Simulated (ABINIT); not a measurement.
Hf:

```
CELL_PARAMETERS angstrom
2.91381 0.00000 0.00000
0.00000 2.91381 0.00000
0.00000 0.00000 2.91381
ATOMIC_POSITIONS crystal
Hf 0.50000 0.50000 0.50000
```

The cell was built by a generator and needn't be a form met in nature.

Base run:

| Item | Value |
| --- | --- |
| Program | ABINIT 10.8.3 (patched build) |
| Functional | SCAN |
| Potentials or basis | JTH PAW PBE v2.0 |
| Cutoff | 626 eV |
| k mesh | 9 × 9 × 9 |
| Occupations | fermi-dirac, width 0.05 eV |
| Spin | no spin polarisation |

Its results: band gap on the k mesh none (metal or under the smearing width); pressure -6.0 GPa.

Problem. The run is repeated on the same cell with these changes: functional from SCAN to r2SCAN. What comes out?

Solution. Band gap on the k mesh none (metal or under the smearing width); pressure -1.4 GPa.

Caveats: the PAW data sets were made with another functional, which shifts forces and pressure a little.
